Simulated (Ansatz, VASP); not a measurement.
# Ga in VASP and in Ansatz

```
CELL_PARAMETERS angstrom
-1.68742 1.68742 1.68742
1.68742 -1.68742 1.68742
1.68742 1.68742 -1.68742
ATOMIC_POSITIONS crystal
Ga 0.00000 0.00000 0.00000
```

Alike in both runs: functional PBE; k mesh 17 × 17 × 17; occupations fermi-dirac, width 0.05 eV; no spin polarisation.

Ansatz relaxed the structure, and its values are those at the end. VASP's run is a single point on that final structure, the one shown.

|  | VASP | Ansatz |
| --- | --- | --- |
| version | VASP 6.6.1 | Ansatz 0.2.0 |
| potentials or method | VASP PAW PBE potentials, release 64 (Ga_d) | PAW with Ansatz's default frozen-core files, scalar-relativistic |
| plane-wave cutoff (eV) | 520 | 420 |
| valence electrons in the cell | 13 | 13 |

Ansatz gave:

| Item | Value |
| --- | --- |
| pressure (GPa) | 0.0 |

Which values does VASP return?

Pressure (GPa): 0.1.
